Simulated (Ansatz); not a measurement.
Bi2Te3: pressure and energy less free atoms against volume per atom

All results are calculated (Ansatz 0.2.0). Periodic Kohn-Sham DFT of a crystal at fixed atoms; pressure and stress are positive in compression; the energy is the free energy less that of spherical unpolarised free atoms; site moments are those in the method's own spheres, positive along +z.

Cell of the first row (space group R3m, No. 160):
```
Bi2Te3
1.0
      2.1634     1.2490     9.7436
     -2.1634     1.2490     9.7436
      0.0000    -2.4981     9.7436
Bi Te
2 3
Direct
  0.81200 0.81200 0.81200
  0.40200 0.40200 0.40200
  0.61100 0.61100 0.61100
  0.20000 0.20000 0.20000
  0.00000 0.00000 0.00000
```

Settings of every row: method all-electron LAPW; functional LDA; relativity scalar; k mesh 8x8x8; filling fermi-dirac; smearing width 0.08 eV; basis error target 1 meV/atom; nucleus gaussian.

Atom start moment: 0 on all atoms.

Limits: no spin-orbit coupling on heavy atoms.

```
row  volume per atom (Å³)  pressure (GPa)  energy less free atoms (eV/atom)
  1                31.595           1.476                           -4.0499
  2                32.267           0.229                           -4.0534
  3                 32.94          -0.881                           -4.0519
  4                33.276          -1.389                           -4.0496
  5                33.612          -1.869                           -4.0461
  6                33.948           -2.32                           -4.0417
  7                34.284          -2.747                           -4.0364
  8                34.956               ?                                 ?
  9                35.629          -4.219                           -4.0069
```

Question: what pressure and energy less free atoms should row 8 give?

Worked fit of pressure. Take u = (V_r/V)^(2/3) − 1 with V_r = 33.444 Å³ an atom, which is twice the finite (Eulerian) strain; such expansions in the strain, on which the Birch-Murnaghan equation of state is built, carry the rest volume and the bulk modulus. The shown rows have u = 0.03864, 0.02417, 0.01017, 0.00336, -0.00333, -0.00992, -0.0164, -0.04131. Least squares give pressure = −1.6325 + 71.548 × u + 223.46 × u² + 174 × u³ GPa; a parabola predicts inner rows, each left out in turn, worse (root mean square 0.0028 against 0.00096 GPa). The rows lie off it by 0.000, -0.001, 0.001, 0.001, -0.001, 0.000, 0.000, 0.000. The pressure vanishes at u = 0.0214, or V = 32.4 Å³ an atom, and there the bulk modulus at fixed shape and fractions is B = −V dP/dV = (2/3)(1 + u) dP/du = 55.4 GPa. Letting shape and atoms relax would as a rule lower it, by much in layered, chain or molecular crystals. The withheld row has u = -0.02905, so the fit gives −1.6325 + 71.548 × (-0.02905) + 223.46 × (-0.02905)² + 174 × (-0.02905)³ = -3.527 GPa.

The calculation gave -3.527 GPa. The fit meets it to the printed digit.

Worked fit of energy less free atoms. Take u = (V_r/V)^(2/3) − 1 with V_r = 33.444 Å³ an atom, which is twice the finite (Eulerian) strain; such expansions in the strain, on which the Birch-Murnaghan equation of state is built, carry the rest volume and the bulk modulus. The shown rows have u = 0.03864, 0.02417, 0.01017, 0.00336, -0.00333, -0.00992, -0.0164, -0.04131. Least squares give energy less free atoms = −4.04796 − 0.5125 × u + 11.811 × u² + 3.9 × u³ eV/atom; a parabola predicts inner rows, each left out in turn, worse (root mean square 7.1e-05 against 4.3e-05 eV/atom). The rows lie off it by 0.0000, 0.0000, 0.0000, -0.0001, 0.0000, 0.0000, 0.0000, 0.0000. Its lowest point lies at u = 0.0215, or V = 32.4 Å³ an atom, and the curvature there gives the bulk modulus at fixed shape and fractions, B = (4/9)(1 + u)² E″(u)/V = 55.3 GPa. Letting shape and atoms relax would as a rule lower it, by much in layered, chain or molecular crystals. The withheld row has u = -0.02905, so the fit gives −4.04796 − 0.5125 × (-0.02905) + 11.811 × (-0.02905)² + 3.9 × (-0.02905)³ = -4.0232 eV/atom.

The calculation gave -4.0232 eV/atom. The fit meets it to the printed digit.
